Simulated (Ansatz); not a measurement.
A small benchmark: atomisation enthalpy at 298 K

8 molecules with two or more fluorines; the atomisation enthalpy at 298 K in kJ/mol, computed less measured. Shapes, held fixed at every level: PBE0-D4/def2-TZVP. Thermal terms are harmonic and unscaled (PBE0-D4/def2-TZVP); the spin-orbit lowering of the free atoms is taken from their spectra. Programs: Ansatz 0.2.0. Measured values: Active Thermochemical Tables, CRC Handbook of Chemistry and Physics, NIST-JANAF tables.

Levels: A = PBE-D4/def2-TZVPP; B = r2SCAN-D4/def2-TZVPP; C = CCSD(T)/def2-TZVPP.

```
                       molecule  from tabulated heats     A    B     C
        AsF3 (SMILES F[As](F)F)                  1326   +91  +25   -42
            BF3 (SMILES FB(F)F)                  1944   +51  +10   -52
   PF3 (phosphorus trifluoride)                  1513   +43  -16   -80
  CHBrF2 (bromodifluoromethane)                  1630   +90  +19   -52
        CHF3 (trifluoromethane)                  1869   +88  +11   -54
      GeF4 (tetrafluorogermane)                  1880   +56  +20   -19
      C2H3F3 (SMILES CC(F)(F)F)                  3070  +116  +25   -75
Si(SiF3)F3 (hexafluorodisilane)                  3760   -11  -50  -156
```

Task: Which level does best on this set, which worst, and which err to one side?

Result: 
| level | kind | mean error | mean absolute error | worst case |
| --- | --- | --- | --- | --- |
| PBE-D4/def2-TZVPP | GGA | +65.5 | 68.2 | C2H3F3 |
| r2SCAN-D4/def2-TZVPP | meta-GGA | +5.5 | 22.0 | Si(SiF3)F3 |
| CCSD(T)/def2-TZVPP | coupled cluster or CI | -66.2 | 66.2 | Si(SiF3)F3 |

On this set r2SCAN-D4/def2-TZVPP has the smallest mean absolute error and PBE-D4/def2-TZVPP the largest. Without C2H3F3 the largest would be that of CCSD(T)/def2-TZVPP. PBE-D4/def2-TZVPP is too high in 7 of 8; r2SCAN-D4/def2-TZVPP is too high in 6 of 8; CCSD(T)/def2-TZVPP is too low in 8 of 8. The heats of GeF4, C2H3F3, Si(SiF3)F3 come from older tables and can be uncertain by 10 kJ/mol or more. Heats of the atoms come from ATcT where it has them, that of boron, 570 kJ/mol, from recent work. The tabulated value of AsF3 is in doubt (older tables, estimates, or at odds with other calculations) and kept here. Over the 7 molecules whose values aren't doubted the mean absolute errors are A 65.0; B 21.6; C 69.7. The largest two are near a tie. Correlated wave functions converge slowly with the basis. Relativity is left out for As, Br, Ge. Outer-core shells of As, Br, Ge are correlated, in sets that cover them unevenly. The set is small.

The uniform deficit of CCSD(T) mainly reflects the triple-zeta basis, not a failure of coupled cluster. Bond formation pairs electrons that are unpaired in the free atoms, and a finite orbital expansion describes the short-range correlation of these new pairs poorly, so the molecule loses more energy than its atoms. r2SCAN's lead therefore doesn't show it to be the more accurate theory at the basis-set limit.

PBE overbinds all but hexafluorodisilane, as is typical of a GGA. The kinetic-energy density lets r2SCAN distinguish bonding regions from slowly varying density, which probably explains much of its improvement. Its small mean error nevertheless hides a cancellation: it underbinds PF3 and hexafluorodisilane but overbinds the rest. Both have a second-row centre bound to fluorine, where tight d functions matter for polarisation, so a basis deficiency shared by all three levels is a plausible contributor. For the disilane, an error in the tabulated heat could act in the same direction. Larger basis sets with added tight d functions would help separate these causes.
